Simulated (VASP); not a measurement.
Input of a VASP 6.6.1 run:

The input POSCAR:

```
AlP
1.0
    0.0000000000     -2.7255000000     -2.7255000000
    2.7255000000      0.0000000000     -2.7255000000
    2.7255000000     -2.7255000000      0.0000000000
P Al
1 1
Direct
    0.5000000000      0.5000000000      0.5000000000
    0.7500000000      0.7500000000      0.7500000000
```

The input INCAR.step1:

```
ALGO = Normal
EDIFF = 1E-4
ENCUT = 520
GGA = PE
ISMEAR = 0
LASPH = True
LCHARG = False
LREAL = False
LWAVE = True
NBANDS = 11
NELM = 100
PREC = Accurate
SIGMA = 0.1
```

File INCAR.step2:

```
ALGO = Normal
EDIFF = 1E-6
ENCUT = 520
ISIF = 2
ISMEAR = 0
ISTART = 1
LASPH = True
LCHARG = False
LMIXTAU = True
LREAL = False
LWAVE = False
METAGGA = R2SCAN
NBANDS = 11
NELM = 100
PREC = Accurate
SIGMA = 0.1
```

Contents of KPOINTS:

```
k-points
0
Gamma
  6 6 6
```

Potentials or basis: VASP PAW PBE potentials, release 64 (P, Al).

Run with:

```console
$ cat potpaw_PBE.64/P/POTCAR potpaw_PBE.64/Al/POTCAR > POTCAR
$ cp INCAR.step1 INCAR
$ mpirun -np 1 vasp_std > vasp.out
$ cp INCAR.step2 INCAR
$ mpirun -np 1 vasp_std > vasp.out
```

Question: What does it give for the pressure?

Answer: 1.1 GPa.

Question: Estimate the band gap on the k mesh.

Answer: 1.90 eV, indirect (least direct gap 4.05 eV).

Caveat: the PAW data sets were made with another functional, which shifts forces and pressure a little.

**The experiment to reproduce.**

From a printed reference work, data compilation, for a bulk crystal of AlP at 4.2 K: band gap 2.505 eV (indirect).

Measured gap of AlP: 2.505 eV (indirect; 4.2 K; a printed reference work, data compilation). This calculation gives 1.90 eV (-0.61 eV). The value is that of r2SCAN on a finite k mesh, which can miss the band edges, without temperature or zero-point motion.
